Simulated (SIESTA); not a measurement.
Crystal: NiO.

```
Ni O
1.0
     0.00000    2.08590    2.08590
     2.08590    0.00000    2.08590
     2.08590    2.08590    0.00000
Ni O
1 1
Cartesian
  0.0000 0.0000 0.0000
  2.0859 2.0859 2.0859
```

Program: SIESTA 5.4.2. Alike in all runs: spin collinear, ferromagnetic start; cell as given; smearing fermi-dirac 0.05 eV; grid cutoff 800 Ry.

**Question.** Order these runs on this cell by their pressure, lowest first.
A. level vdW-DF-cx; potentials or basis PseudoDojo 0.4 standard (PBE files), DZP (energy shift 0.002 Ry); k mesh 11 × 11 × 11; energy shift 0.002 Ry
B. level PBEsol; potentials or basis PseudoDojo 0.4 standard (PBEsol files), TZP (energy shift 0.002 Ry); k mesh 8 × 8 × 8; energy shift 0.002 Ry
C. level PBE; potentials or basis SG15 1.2 (PBE files) or PseudoDojo by element, DZP (energy shift 0.002 Ry); k mesh 11 × 11 × 11; energy shift 0.002 Ry
D. level PBE; potentials or basis PseudoDojo 0.4 standard (PBE files), DZP (energy shift 0.002 Ry); k mesh 8 × 8 × 8; broadening (eV) 0.3 eV; window to (eV) 30 eV; energy shift 0.002 Ry
E. level PBEGcGxLO+U; potentials or basis PseudoDojo 0.4 standard (PBE files), TZDP (energy shift 0.01 Ry); U Ni d U = 4.5 eV; k mesh 11 × 11 × 11; hubbard projector method 1; U from the first cycle yes; broadening (eV) 0.2 eV; window from (eV) -10 eV; window to (eV) 15 eV; energy shift 0.01 Ry

**Answer.** B (-9.8 GPa), A (-7.6 GPa), E (-2.3 GPa), C (5.0 GPa), D (7.1 GPa).

Caveats: semicore shells carry a single zeta, which can move pressures by several GPa and volumes by a few percent; the basis of atomic orbitals isn't converged, which shifts pressures, moduli and gaps; a cell with one magnetic atom can't hold antiferromagnetic order, which such compounds often take; the potentials were made for another functional, which shifts forces and pressure (some runs); the basis holds too few empty states to meet the f-sum rule, so the spectrum is short of weight at high energy (some runs).

Not every run made on this cell is shown here.
